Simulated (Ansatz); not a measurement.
## ZnTe, response to strain

Take ZnTe in the zinc blende structure (space group F-43m, No. 216; a = 6.1791 Å) as the base.

Strains are applied to the cell and any free atomic positions relax.

The values are results of PBE/PAW in Ansatz (a first-principles code), no spin-orbit coupling, not measurements.

```json
[
 {"isotropic strain (%)": "-2.62", "band gap (eV)": "1.45"},
 {"isotropic strain (%)": "0", "band gap (eV)": "1.08"},
 {"isotropic strain (%)": "0.78", "band gap (eV)": "?"},
 {"isotropic strain (%)": "2.12", "band gap (eV)": "0.80"}
]
```

Question: Fit E_g = E₀ + Dε (ε in %) to the rows shown and predict the withheld row.

Answer: Least squares on the printed values gives E₀ = 1.09 eV, D = -137 meV per % of strain (largest residual 0.01 eV); this predicts 0.98 eV, and the run gives 0.97 eV, in agreement.

With Te present, leaving out spin-orbit coupling can change the band edges. Whether these cells are dynamically stable was not tested.
